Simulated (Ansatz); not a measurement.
**Hf under changes of volume**

One of the cells (21.939 Å³/atom); the others are scaled copies at fixed shape and fractional positions:

```
Hf
1.0
     4.96233    0.00000    0.00000
    -2.48116    4.29750    0.00000
     0.00000    0.00000    3.08623
Hf
3
Direct
  0.00000 0.00000 0.00000
  0.33333 0.66667 0.50000
  0.66667 0.33333 0.50000
```

This isn't the form of Hf at room conditions, which is hcp.

* Program: Ansatz 0.2.0
* Functional: PBE
* Potentials or basis: Ansatz PAW
* Cutoff: 420 eV (not typed: the program's choice for these potentials)
* k mesh: 6 × 6 × 9
* Occupations: fermi-dirac, width 0.05 eV
* Spin: no spin polarisation

```tsv
volume (Å³/atom)	energy over the lowest point (meV/atom)	pressure (GPa)
20.622	49.47	9.9
21.061	26.56	7.0
21.500	?	?
21.939	2.39	2.0
22.377	0.00	-0.2
22.816	3.37	-2.2
23.255	12.02	-4.0
```

Question: What does the run at 21.500 Å³/atom give?

Answer: Energy over the lowest point 11.06 meV/atom; pressure 4.4 GPa.

Worked out: A Birch-Murnaghan fit of order 3 (a polynomial in V^(-2/3)) to the other rows has its minimum at 22.33 Å³/atom with B0 = V·E''(V) = 108 GPa and B' = 3.3 at fixed shape and positions, which overstates the stiffness. It gives 11.06 meV/atom at 21.500 Å³/atom, against the run's 11.06, and -dE/dV = 4.4 GPa, against 4.4.

Energies are extrapolated to zero smearing.
